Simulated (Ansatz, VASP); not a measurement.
**GaN: VASP beside Ansatz**

File INCAR:

```
SYSTEM = GaN
PREC = Accurate ; ENCUT = 520
EDIFF = 1E-6 ; ISMEAR = -1
SIGMA = 0.02 ; LREAL = .FALSE.
LASPH = .TRUE. ; NELM = 100
ALGO = Normal ; ISIF = 2
LWAVE = .FALSE. ; LCHARG = .FALSE.
GGA = PE ; NBANDS = 16
```

KPOINTS

```
Automatic mesh
0
G
  10 10 10
  0 0 0
```

Contents of POSCAR:

```
GaN
1.0
    0.0000000000      2.2489526240      2.2489526240
    2.2599724918      0.0000000000      2.2489526240
    2.2599724918      2.2489526240      0.0000000000
Ga N
1 1
Direct
    0.0000000000      0.0000000000      0.0000000000
    0.7500000000      0.7500000000      0.7500000000
```

Input for Ansatz:

```yaml
crystal:
  lattice:
    - [0.0, 2.248952624, 2.248952624]
    - [2.2599724918, 0.0, 2.248952624]
    - [2.2599724918, 2.248952624, 0.0]
  atoms:
    - { symbol: Ga, position: [0.0, 0.0, 0.0] }
    - { symbol: "N", position: [0.75, 0.75, 0.75] }
kpoints:
  mp_grid: { grid: [10, 10, 10] }
  band_path:
    path:
      - [0.0, 0.0, 0.0]
      - [-0.5, -0.5, 0.0]
      - [-0.375, -0.375, 0.25]
      - [-0.375, 0.0, 0.375]
      - [0.0, 0.0, 0.5]
      - [-0.5, -0.25, 0.25]
    npoints: 1
hamiltonian:
  xc: pbe
scf:
  occupations: { method: fermi_dirac, width: 0.02 }
  n_extra_bands: 4
output:
  forces: true
  stress: true
  eigenvalues: true
```

Change from the starting cell: uniaxial_x strain +0.5%.

Alike in both runs: task single point; functional PBE; k mesh 10 × 10 × 10; occupations fermi-dirac, width 0.02 eV; no spin polarisation.

|  | VASP | Ansatz |
| --- | --- | --- |
| version | VASP 6.6.1 | Ansatz 0.2.0 |
| potentials or method | VASP PAW PBE potentials, release 64 (Ga_d, N) | plane waves, PAW |
| plane-wave cutoff (eV) | 520 | 420 |
| valence electrons in the cell | 18 | 18 |

```csv
,VASP,Ansatz,Ansatz less VASP
gap on the k mesh at the Fermi level (eV),1.72,1.72,-0.008
pressure (GPa),5.3,5.3,-0.06
largest component of the traceless stress (GPa),0.40,0.40,-0.001
```
